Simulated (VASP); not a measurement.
Write the native input for VASP 6.6.1 that does the following.

```
Task                   : single point
Functional             : r2SCAN
Potentials or basis    : VASP PAW PBE potentials, release 64 (Al, Ga_d, As)
Cutoff                 : 520 eV
k mesh                 : 8 × 8 × 8
Occupations            : fermi-dirac, width 0.02 eV
Spin                   : no spin polarisation
Dipole correction      : no
Further INCAR settings : ALGO = Normal; EDIFF = 1e-07; NBANDS = 21
```

Crystal: AlGaAs2.

```
Al Ga As
1.0
     1.85843    1.07296    6.23564
    -1.85843    1.07296    6.23564
     0.00000   -2.14593    6.23564
Al Ga As
1 1 2
Direct
  0.00000 0.00000 0.00000
  0.50000 0.50000 0.50000
  0.25225 0.25225 0.25225
  0.74775 0.74775 0.74775
```

The cell was built by a generator and needn't be a form met in nature.

One way to write it, as run:

POSCAR

```
AlGaAs2
1.0
    1.8584259008      1.0729626941      6.2356433193
   -1.8584259008      1.0729626941      6.2356433193
    0.0000000000     -2.1459253882      6.2356433193
Al Ga As
1 1 2
Direct
    1.0000000000      0.0000000000      0.0000000000
    0.5000000000      0.5000000000      0.5000000000
    0.2522549750      0.2522549750      0.2522549750
    0.7477450250      0.7477450250      0.7477450250
```

INCAR.step1

```
SYSTEM = AlGaAs2
  PREC = Accurate
  ENCUT = 520
  ISMEAR = -1
  SIGMA = 0.02
  LREAL = .False.
  LASPH = .True.
  NELM = 100
  NBANDS = 21
  GGA = PE
  ALGO = Normal
  EDIFF = 1E-4
  LWAVE = .True.
  LCHARG = .False.
```

INCAR.step2

```
SYSTEM = AlGaAs2
  PREC = Accurate
  ENCUT = 520
  EDIFF = 1E-7
  ISMEAR = -1
  SIGMA = 0.02
  LREAL = .False.
  LASPH = .True.
  NELM = 100
  ALGO = Normal
  ISIF = 2
  LWAVE = .False.
  LCHARG = .True.
  METAGGA = R2SCAN
  LMIXTAU = .True.
  LELF = .True.
  LVHAR = .True.
  NBANDS = 21
  ISTART = 1
```

KPOINTS

```
regular mesh
0
Gamma
  8 8 8
  0 0 0
```

Potentials or basis: VASP PAW PBE potentials, release 64 (Al, Ga_d, As).

Launch:

```console
$ cat potpaw_PBE.64/Al/POTCAR potpaw_PBE.64/Ga_d/POTCAR potpaw_PBE.64/As/POTCAR > POTCAR
$ cp INCAR.step1 INCAR
$ mpirun -np 1 vasp_std > vasp.out
$ cp INCAR.step2 INCAR
$ mpirun -np 1 vasp_std > vasp.out
```

Results of the run:

| Quantity | Value |
| --- | --- |
| Pressure | 0.0 GPa |
| Largest force | 0.014 eV/Å |
| Band gap on the k mesh | none (metal or under the smearing width) |

Caveat: the PAW data sets were made with another functional, which shifts forces and pressure a little.

Wall time 10 min on 1 thread of Intel(R) Xeon(R) Platinum 8488C (Sapphire Rapids), on a shared host, peak memory 0.45 GiB.
